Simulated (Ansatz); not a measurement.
Zinc-blende InN (metastable phase), treated with r²SCAN in Ansatz (PAW).

Run with plane-wave cutoff 500 eV, 10×12×1 k mesh (along the axes of the cell as run), Fermi–Dirac smearing 0.05 eV, scalar-relativistic PAW data made under PBE.

Task: Estimate the surface energy of the (110) face and work function of the (110) face that the calculation returns.

Result: 
- surface energy of the (110) face = 1.53 J/m²
- work function of the (110) face = 5.02 eV

The slab of 16 atoms is relaxed and unreconstructed.

Spin–orbit coupling is not included.

Computing time: about 40 core-minutes (a rough figure).

Ansatz is a program for electronic structure.
